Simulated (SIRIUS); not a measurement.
Crystal: MgB2.

```
CELL_PARAMETERS angstrom
0.00000 2.99364 2.99364
2.99364 0.00000 2.99364
2.99364 2.99364 0.00000
ATOMIC_POSITIONS crystal
Mg 0.00000 0.00000 0.00000
Mg 0.25000 0.25000 0.25000
B 0.62500 0.12500 0.62500
B 0.62500 0.62500 0.12500
B 0.12500 0.62500 0.62500
B 0.62500 0.62500 0.62500
```

The cell was built by a generator and needn't be a form met in nature.

Base run:

```yaml
Program: SIRIUS 7.10.0
Functional: PBE
Potentials_or_basis: SG15 1.2 PBE (norm-conserving)
Cutoff: 1152 eV
Density_cutoff: 4606 eV
k_mesh: 8 × 8 × 8
Occupations: fermi-dirac, width 0.05 eV
Spin: no spin polarisation
```

Its results: band gap on the k mesh none (metal or under the smearing width); pressure 0.5 GPa.

Q: The run is repeated on the same cell with these changes: potentials or basis from SG15 1.2 PBE (norm-conserving) to SSSP 1.3.0 PBE efficiency; cutoff from 1152 eV to 828 eV; density cutoff from 4606 eV to 6645 eV; valence electrons from 32 to 16. What comes out?

A: Band gap on the k mesh none (metal or under the smearing width); pressure 0.0 GPa.

Not every run made on this cell is shown here.
